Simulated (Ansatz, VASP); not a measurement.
MgO in VASP and in Ansatz

```
Mg O
1.0
     3.21979    0.00000    0.00000
    -1.60989    2.78842    0.00000
     0.00000    0.00000    5.28367
Mg O
2 2
Direct
  0.33333 0.66667 0.00366
  0.66667 0.33333 0.50366
  0.33333 0.66667 0.40094
  0.66667 0.33333 0.90094
```

Alike in both runs: task single point; functional PBEsol; k mesh 9 × 9 × 6; occupations gaussian, width 0.05 eV; no spin polarisation.

|  | VASP | Ansatz |
| --- | --- | --- |
| version | VASP 6.6.1 | Ansatz 0.2.0 |
| potentials or method | VASP PAW PBE potentials, release 64 (Mg, O) | scalar-relativistic, plane waves, PAW |
| plane-wave cutoff (eV) | 520 | 520 |
| valence electrons in the cell | 16 | 32 |

|  | VASP | Ansatz | Ansatz less VASP |
| --- | --- | --- | --- |
| gap on the k mesh at the Fermi level (eV) | 3.48 | 3.49 | +0.004 |
| least direct gap on the mesh (eV) | 3.48 | 3.49 | +0.004 |
| pressure (GPa) | 1.6 | 1.8 | +0.26 |
| largest component of the traceless stress (GPa) | 9.48 | 9.34 | -0.136 |
| rms of the force components (eV/Å) | 0.356 | 0.350 | -0.0064 |

Atom by atom the forces differ by 0.006 eV/Å (rms over components). The functional is the same, so the differences come from potentials, cutoffs and numerics. The two sets of potentials don't hold the same shells in valence. Ansatz warned: «pseudo_functional_mismatch».

Caveats: the PAW data sets were made with another functional, which shifts forces and pressure a little (VASP); an odd mesh through Γ misses points on the zone boundary, where band edges often lie.
